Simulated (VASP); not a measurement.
A run of VASP 6.6.1 is set up as follows.

File INCAR:

```
SYSTEM = BaS
PREC = Accurate
ENCUT = 520
EDIFF = 1E-7
ISMEAR = 0
SIGMA = 0.02
LREAL = .False.
LASPH = .True.
NELM = 100
ALGO = Fast
ISIF = 2
LWAVE = .False.
LCHARG = .False.
NBANDS = 15
```

Contents of KPOINTS:

```
regular mesh
0
Gamma
  8 8 8
  0 0 0
```

File POSCAR:

```
BaS
1.0
    0.0000000000      3.1358052393      3.1358052393
    3.1358052393      0.0000000000      3.1358052393
    3.1358052393      3.1358052393      0.0000000000
Ba S
1 1
Direct
    0.0000000000      0.0000000000      0.0000000000
    0.5000000000      0.5000000000      0.5000000000
```

Potentials or basis: VASP PAW LDA potentials, release 64 (Ba_sv, S).

Run with:

```sh
$ cat potpaw_LDA.64/Ba_sv/POTCAR potpaw_LDA.64/S/POTCAR > POTCAR
$ mpirun -np 1 vasp_std > vasp.out
```

Predict the band gap on the k mesh.

1.80 eV, indirect (least direct gap 1.90 eV).

What does it give for the pressure?

0.8 GPa.

Caveat: spin-orbit coupling is left out, which moves the levels of the heavy elements. A k mesh can miss the band edges.
